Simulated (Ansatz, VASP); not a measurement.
# C in VASP and in Ansatz

```
C
1.0
     0.00000    1.76573    1.76573
     1.76573    0.00000    1.76573
     1.76573    1.76573    0.00000
C
2
Cartesian
  1.7657 1.7657 1.7657
  2.6486 2.6486 2.6486
```

Alike in both runs: functional LDA; k mesh 12 × 12 × 12; occupations gaussian, width 0.02 eV; no spin polarisation.

Ansatz relaxed the structure, and its values are those at the end. VASP's run is a single point on that final structure, the one shown.

```csv
,VASP,Ansatz
version,VASP 6.6.1,Ansatz 0.2.0
potentials or method,"VASP PAW LDA potentials, release 64 (C)","scalar-relativistic, plane waves, PAW"
plane-wave cutoff (eV),520,420
valence electrons in the cell,8,8
```

Ansatz gave:

- gap on the k mesh at the Fermi level (eV): 4.20
- least direct gap on the mesh (eV): 5.62
- pressure (GPa): 0.0

Task: Estimate VASP's values.

Result: gap on the k mesh at the Fermi level (eV): 4.20; least direct gap on the mesh (eV): 5.63; pressure (GPa): 1.7.

Ansatz warned: «pseudo_functional_mismatch».
